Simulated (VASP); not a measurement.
Set up this calculation in VASP 6.6.1, as the native input.

```yaml
Task: single point
Functional: PBE
Potentials_or_basis: VASP PAW PBE potentials, release 64 (Ta_sv_GW, N_GW)
Cutoff: 450 eV
k_mesh: 7 × 7 × 7
Occupations: gaussian, width 0.02 eV
Spin: no spin polarisation
Further_INCAR_settings: ALGO = Normal; EDIFF = 1e-06; NBANDS = 16
```

The structure of TaN lies in POSCAR:

```
TaN
1.0
    0.0000000000      2.2113230000      2.2113230000
    2.2113230000      0.0000000000      2.2113230000
    2.2113230000      2.2113230000      0.0000000000
Ta N
1 1
Direct
    0.5000000000      0.5000000000      0.5000000000
    0.0000000000      0.0000000000      0.0000000000
```

The cell comes from a database or a generator and needn't be the stable form of this composition.

The input as run:

INCAR

```
ALGO = Normal ; EDIFF = 1E-6
ENCUT = 450 ; GGA = PE
ISIF = 2 ; ISMEAR = 0
LASPH = T ; LCHARG = F
LREAL = F ; LWAVE = F
NBANDS = 16 ; NELM = 100
PREC = Accurate ; SIGMA = 0.02
```

KPOINTS

```
k-points
0
Gamma
  7 7 7
```

Potentials or basis: VASP PAW PBE potentials, release 64 (Ta_sv_GW, N_GW).

Launch:

```sh
$ cat potpaw_PBE.64/Ta_sv_GW/POTCAR potpaw_PBE.64/N_GW/POTCAR > POTCAR
$ mpirun -np 1 vasp_std > vasp.out
```

Results of the run:

- Band gap on the k mesh: none (metal or under the smearing width)

It used 6.4 s of CPU time on 1 thread of Intel(R) Xeon(R) Platinum 8559C (Emerald Rapids), with other jobs on the host, which was overloaded at the time.
